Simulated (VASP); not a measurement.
## Ge in VASP 6.6.1, single-point calculation

INCAR

```
IBRION = -1
BMIX = 0.0001
PREC = Accurate
LWAVE = .FALSE.
ALGO = Fast
LASPH = .TRUE.
GGA = PS
EDIFF = 1E-7
NBANDS = 21
LREAL = .FALSE.
NELM = 52
NSW = 0
LCHARG = .FALSE.
ISMEAR = -1
ISIF = 2
SIGMA = 0.02
ENCUT = 520
AMIX = 0.2
```

KPOINTS

```
KPOINTS created by Atomic Simulation Environment
0
Gamma
8 8 8
0 0 0
```

POSCAR

```
Ge
 1.0000000000000000
     0.0000000000000000    2.8936109822999998    2.8936109822999998
     2.8936109822999998    0.0000000000000000    2.8936109822999998
     2.8936109822999998    2.8936109822999998    0.0000000000000000
 Ge
   2
Cartesian
  0.0000000000000000  0.0000000000000000  0.0000000000000000
  1.4468054911499999  1.4468054911499999  1.4468054911499999
```

The recommended PBE PAW datasets give the neutral cell 28 valence electrons.

Command

```
mpirun -np 1 vasp_std
```

Q: Predict the outcome of this run.

A: It converged. Results: gap between bands v and c on the k mesh -0.08 eV (bands overlap: a metal); least direct gap on the k mesh 0.00 eV; pressure -3.4 GPa. Band v is the last that the valence electrons fill when counted band by band, and c is the next.

OSZICAR

```
N       E                     dE             d eps       ncg     rms          rms(c)
DAV:   1     0.183632287913E+03    0.18363E+03   -0.14679E+04  1352   0.354E+03
DAV:   2     0.173842985061E+02   -0.16625E+03   -0.16097E+03  1228   0.601E+02
DAV:   3    -0.905999011588E+01   -0.26444E+02   -0.26297E+02  1393   0.142E+02
DAV:   4    -0.994186174992E+01   -0.88187E+00   -0.88144E+00  1358   0.304E+01
DAV:   5    -0.995718083171E+01   -0.15319E-01   -0.15319E-01  1393   0.443E+00    0.297E+00
RMM:   6    -0.990172722351E+01    0.55454E-01   -0.10183E-02  1542   0.112E+00    0.231E+00
RMM:   7    -0.983224290860E+01    0.69484E-01   -0.90649E-02  1715   0.335E+00    0.208E-01
RMM:   8    -0.983199940778E+01    0.24350E-03   -0.36873E-03  1600   0.682E-01    0.113E-01
RMM:   9    -0.983194203267E+01    0.57375E-04   -0.10335E-03  1598   0.425E-01    0.412E-02
RMM:  10    -0.983196976824E+01   -0.27736E-04   -0.42586E-04  1763   0.206E-01    0.233E-02
RMM:  11    -0.983197411548E+01   -0.43472E-05   -0.50236E-05  1787   0.596E-02    0.226E-02
RMM:  12    -0.983197493145E+01   -0.81597E-06   -0.59554E-06  1752   0.198E-02    0.264E-02
RMM:  13    -0.983197630074E+01   -0.13693E-05   -0.67198E-06  1578   0.411E-02    0.372E-03
RMM:  14    -0.983197569214E+01    0.60860E-06   -0.88898E-07  1562   0.133E-02    0.229E-03
RMM:  15    -0.983197546410E+01    0.22804E-06   -0.43118E-07  1130   0.930E-03    0.160E-03
RMM:  16    -0.983197540589E+01    0.58212E-07   -0.65073E-08   809   0.306E-03
   1 F= -.98319754E+01 E0= -.98318513E+01  d E =-.248300E-03
```

For comparison, a separate PBE run of the intended cell, on usual settings and not on those above, gives a gap of -0.01 eV on its mesh and a pressure of -0.8 GPa.
